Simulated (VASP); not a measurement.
A run of VASP 6.6.1:

Contents of INCAR:

```
PREC = Accurate
ENCUT = 520
EDIFF = 1E-6
ISMEAR = 0
SIGMA = 0.05
LREAL = False
LASPH = True
NELM = 100
ALGO = Normal
ISIF = 2
LWAVE = False
LCHARG = False
GGA = PS
NBANDS = 16
```

Contents of KPOINTS:

```
Automatic mesh
0
Gamma
  8 8 8
```

The input POSCAR:

```
AgCl
1.0
    0.0000000000      2.6899555000      2.8563445000
    2.6899555000      0.0000000000      2.8563445000
    2.6899555000      2.6899555000      0.0000000000
Ag Cl
1 1
Direct
    0.5000000000      0.5000000000      0.5000000000
    0.0000000000      0.0000000000      0.0000000000
```

Potentials or basis: VASP PAW PBE potentials, release 64 (Ag, Cl).

Command:

```bash
$ cat potpaw_PBE.64/Ag/POTCAR potpaw_PBE.64/Cl/POTCAR > POTCAR
$ mpirun -np 1 vasp_std > vasp.out
```

Hardware: 1 thread of Intel(R) Xeon(R) Platinum 8488C (Sapphire Rapids), with other jobs on the host.

Problem. How long does it take, and how much memory?

Solution. Run time: 22 s on 1 thread of Intel(R) Xeon(R) Platinum 8488C (Sapphire Rapids) (shared host), peak memory 0.18 GiB. Counts: scf iterations 12, k points 59.
